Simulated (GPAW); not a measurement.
Set up this calculation in GPAW 26.7.0, as an ASE script.

```yaml
Task: equation of state
Functional: RPBE
Dispersion: D3
Potentials_or_basis: the program's PAW data sets (release 1.2.1) made for this functional
Cutoff: 800 eV
Basis: pw
k_mesh: 8 × 8 × 8
Occupations: fermi-dirac, width 0.05 eV
Spin: collinear spin, ferromagnetic start
Starting_moments: "[1.0, 0.0] μB"
Maxiter: 150
Eos_scales: "[0.94, 0.96, 0.98, 1.0, 1.02, 1.04, 1.06]"
```

The structure of NiO lies in NiO.cif:

```cif
data_NiO
_cell_length_a 2.94991039
_cell_length_b 2.94991039
_cell_length_c 2.94991039
_cell_angle_alpha 60.00000000
_cell_angle_beta 60.00000000
_cell_angle_gamma 60.00000000
_space_group_name_H-M_alt 'P1'
_space_group_name_Hall 'P 1'
_space_group_IT_number 1
loop_
_space_group_symop_operation_xyz
'x,y,z'
loop_
_atom_site_label
_atom_site_type_symbol
_atom_site_symmetry_multiplicity
_atom_site_Wyckoff_symbol
_atom_site_fract_x
_atom_site_fract_y
_atom_site_fract_z
_atom_site_occupancy
Ni1 Ni 1 a 0.0000000000 0.0000000000 0.0000000000 1
O1 O 1 a 0.5000000000 0.5000000000 0.5000000000 1
```

These files were run (other wordings do the same):

run.py

```python
from ase.calculators.mixing import SumCalculator
from ase.eos import EquationOfState
from ase.io import Trajectory, read
from ase.units import GPa
from dftd3.ase import DFTD3
from gpaw import GPAW, PW

atoms = read('NiO.cif')
atoms.set_initial_magnetic_moments([1.0, 0.0])

traj = Trajectory('eos.traj', 'w')
volumes, energies = [], []
for x in [0.94, 0.96, 0.98, 1.0, 1.02, 1.04, 1.06]:
    a = atoms.copy()
    a.set_cell(atoms.cell * x**(1 / 3), scale_atoms=True)
    calc = GPAW(mode=PW(800),
                xc='RPBE',
                kpts={'size': (8, 8, 8), 'gamma': True},
                occupations={'name': 'fermi-dirac', 'width': 0.05},
                nbands=22,
                convergence={'density': 1e-05, 'energy': 1e-05},
                maxiter=150,
                txt=f'eos-{x:.2f}.txt')
    a.calc = SumCalculator([calc, DFTD3(method='rpbe', damping='d3zero')])
    energies.append(a.get_potential_energy())
    volumes.append(a.get_volume())
    p = -a.get_stress()[:3].mean() / GPa
    calc.write(f'eos-{x:.2f}.gpw')
    traj.write(a)
    print(f'{x:.2f} {volumes[-1]:10.4f} A^3 {energies[-1]:14.6f} eV {p:9.3f} GPa', flush=True)

v0, e0, B = EquationOfState(volumes, energies, eos='birchmurnaghan').fit()
print(f'V0 = {v0:.4f} A^3, E0 = {e0:.6f} eV, B0 = {B / GPa:.2f} GPa')
```

Potentials or basis: the program's PAW data sets (release 1.2.1) made for this functional, pw.

Launch:

```console
$ OMP_NUM_THREADS=1 python run.py
```

Results of the run:

```
Equilibrium volume : 9.09 Å³/atom (rough: see the caveat)
Bulk modulus       : 829 GPa (rough)
```

Caveat: the energies scatter about the fit; the fit is doubtful: noisy points or a state that changes with volume; the points scatter about the fit.

Run time: 2.9 min on 1 thread of Intel(R) Xeon(R) 6975P-C (Granite Rapids) (shared host), peak memory 0.3 GiB.
